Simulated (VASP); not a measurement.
S:

```
CELL_PARAMETERS angstrom
7.84837 0.00000 0.00000
-3.92419 6.79689 0.00000
0.00000 0.00000 4.37185
ATOMIC_POSITIONS crystal
S 0.10747 0.10747 0.50000
S 0.44971 0.68979 0.73359
S 0.68979 0.44971 0.26641
S 0.89253 0.00000 0.16667
S 0.24008 0.55029 0.06693
S 0.31021 0.75992 0.40026
S 0.55029 0.24008 0.93307
S 0.75992 0.31021 0.59974
S 0.00000 0.89253 0.83333
```

This isn't the form of S at room conditions, which is orthorhombic, of S8 rings.

| Quantity | Value |
| --- | --- |
| Program | VASP 6.6.1 |
| Task | relaxation of cell and atoms |
| Functional | PBEsol |
| Potentials or basis | VASP PAW PBE potentials, release 64 (S) |
| Cutoff | 300 eV |
| k mesh | 6 × 6 × 6 |
| Occupations | gaussian, width 0.02 eV |
| Spin | no spin polarisation |

At the start: pressure -0.5 GPa; volume 25.91 Å³/atom.

Task: Where does the relaxation end?

Result: Over 70 steps the energy falls by 7.5 meV/atom and the volume is 23.47 Å³/atom (-9.4 %); space group P3_221 (No. 154, to 0.05 Å).

Step by step:
| step | energy change (eV) | largest force (eV/Å) | pressure (GPa) | volume (Å³) |
| --- | --- | --- | --- | --- |
| 1 | 0.0000 | 0.1109 | -0.51 | 233.21 |
| 3 | -0.0234 | 0.1806 | 0.35 | 223.97 |
| 5 | -0.0389 | 0.1004 | -0.26 | 220.53 |
| 7 | -0.0488 | 0.1210 | -0.34 | 217.46 |
| 9 | -0.0636 | 0.0630 | 0.09 | 209.99 |
| 11 | -0.0642 | 0.0254 | -0.01 | 210.22 |
| 13 | -0.0642 | 0.0085 | 0.03 | 210.16 |
| 15 | -0.0643 | 0.0082 | 0.02 | 210.22 |
| 17 | -0.0643 | 0.0081 | -0.01 | 210.39 |
| 19 | -0.0645 | 0.0163 | 0.01 | 210.59 |
| 21 | -0.0646 | 0.0306 | 0.04 | 210.88 |
| 23 | -0.0647 | 0.0169 | -0.01 | 211.14 |
| 25 | -0.0648 | 0.0064 | -0.06 | 211.51 |
| 27 | -0.0649 | 0.0185 | 0.00 | 211.64 |
| 29 | -0.0649 | 0.0087 | -0.02 | 211.56 |
| 31 | -0.0650 | 0.0380 | 0.05 | 211.26 |
| 33 | -0.0650 | 0.0243 | 0.02 | 211.36 |
| 35 | -0.0651 | 0.0177 | -0.01 | 211.26 |
| 37 | -0.0652 | 0.0266 | -0.05 | 211.04 |
| 39 | -0.0653 | 0.0434 | 0.04 | 210.16 |
| 41 | -0.0654 | 0.0090 | 0.01 | 210.52 |
| 43 | -0.0654 | 0.0096 | 0.04 | 210.29 |
| 45 | -0.0655 | 0.0161 | 0.00 | 210.29 |
| 47 | -0.0656 | 0.0120 | 0.00 | 210.29 |
| 49 | -0.0659 | 0.0274 | -0.02 | 210.32 |
| 51 | -0.0660 | 0.0274 | -0.01 | 210.30 |
| 53 | -0.0663 | 0.0272 | 0.05 | 210.22 |
| 55 | -0.0666 | 0.0303 | 0.10 | 210.13 |
| 57 | -0.0668 | 0.0350 | -0.06 | 210.40 |
| 59 | -0.0669 | 0.0167 | -0.01 | 210.33 |
| 61 | -0.0670 | 0.0115 | 0.01 | 210.34 |
| 63 | -0.0670 | 0.0066 | 0.05 | 210.42 |
| 65 | -0.0671 | 0.0062 | 0.04 | 210.61 |
| 67 | -0.0671 | 0.0299 | -0.04 | 211.46 |
| 69 | -0.0671 | 0.0093 | 0.00 | 211.17 |
| 70 | -0.0671 | 0.0034 | 0.00 | 211.23 |

Final structure:
```yaml
crystal:
  lattice:
    - [7.48861, 0.00000, 0.00000]
    - [-3.74431, 6.48533, 0.00000]
    - [0.00000, 0.00000, 4.34924]
  atoms:
    - { symbol: S, position: [0.11375, 0.11375, 0.50000] }
    - { symbol: S, position: [0.45081, 0.67679, 0.76059] }
    - { symbol: S, position: [0.67679, 0.45081, 0.23941] }
    - { symbol: S, position: [0.88625, 0.00000, 0.16667] }
    - { symbol: S, position: [0.22597, 0.54919, 0.09392] }
    - { symbol: S, position: [0.32321, 0.77403, 0.42726] }
    - { symbol: S, position: [0.54919, 0.22597, 0.90608] }
    - { symbol: S, position: [0.77403, 0.32321, 0.57274] }
    - { symbol: S, position: [0.00000, 0.88625, 0.83333] }
```

Caveat: the cutoff is under 1.25 times the usual one of these potentials, so pressure, stress and relaxed cells hold a basis-set (Pulay) error; the PAW data sets were made with another functional, which shifts forces and pressure a little.
